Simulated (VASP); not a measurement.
Set up this calculation in VASP 6.6.1, as the native input.

- Task: relaxation of cell and atoms
- Functional: PBEsol
- Potentials or basis: VASP PAW PBE potentials, release 64 (Zn, O)
- Cutoff: 600 eV
- k mesh: 9 × 9 × 5
- Occupations: gaussian, width 0.03 eV
- Spin: no spin polarisation
- Further INCAR settings: ALGO = Normal; EDIFF = 1e-07; IBRION = 2; EDIFFG = -0.005; NSW = 90; ISIF = 3

The structure of ZnO lies in POSCAR:

```
ZnO                                     
1.0
    3.2361380551      0.0000000000      0.0000000000
   -1.6180690275      2.8025777632     -0.0000000000
    0.0000000000      0.0000000000      5.2217173326
  Zn              O             
     2     2
Direct
     0.3333333300000021    0.6666666699999979    0.4999792735053055
     0.6666666699999979    0.3333333300000021    0.9999792735053056
     0.6666666699999979    0.3333333300000021    0.3790307264946954
     0.3333333300000021    0.6666666699999979    0.8790307264946954
```

These files were run (other wordings do the same):

INCAR

```
SYSTEM = ZnO
PREC     = Accurate       ! precision mode
ENCUT    = 600            ! plane-wave cutoff, eV
EDIFF    = 1E-7           ! SCF threshold, eV
ISMEAR   = 0              ! smearing method
SIGMA    = 0.03           ! smearing width, eV
LREAL    = .FALSE.        ! projectors in reciprocal space
LASPH    = .TRUE.         ! aspherical terms in the spheres
NELM     = 80             ! most SCF steps
ALGO     = Normal         ! electronic algorithm
ISIF     = 3              ! what is computed and relaxed
LWAVE    = .FALSE.        ! write WAVECAR
LCHARG   = .FALSE.        ! write CHGCAR
GGA      = PS             ! functional
IBRION   = 2              ! ionic algorithm
NSW      = 90             ! ionic steps
EDIFFG   = -0.005         ! ionic threshold
```

KPOINTS

```
regular mesh
0
G
  9 9 5
  0 0 0
```

Potentials or basis: VASP PAW PBE potentials, release 64 (Zn, O).

Run with:

```sh
$ cat potpaw_PBE.64/Zn/POTCAR potpaw_PBE.64/O/POTCAR > POTCAR
$ mpirun -np 1 vasp_std > vasp.out
```

It gave:

```yaml
Relaxed_volume: 11.85 Å³/atom
Relaxed_cell: a = 3.237 Å, b = 3.237 Å, c = 5.224 Å, α = 90.00°, β = 90.00°, γ = 120.00°
Space_group_after_relaxing_to_0.05_Å: P6_3mc (No. 186)
Energy_gained_by_relaxing: 0.0 meV/atom
Ionic_steps: 2
Pressure_after_relaxing: -0.1 GPa
Band_gap_on_the_k_mesh: 0.68 eV, direct
```

Caveat: the PAW data sets were made with another functional, which shifts forces and pressure a little.

Run time: 70 s on 1 thread of Intel(R) Xeon(R) Platinum 8259CL CPU @ 2.50GHz (Skylake/Cascade Lake), with other jobs on the host, peak memory 0.2 GiB.
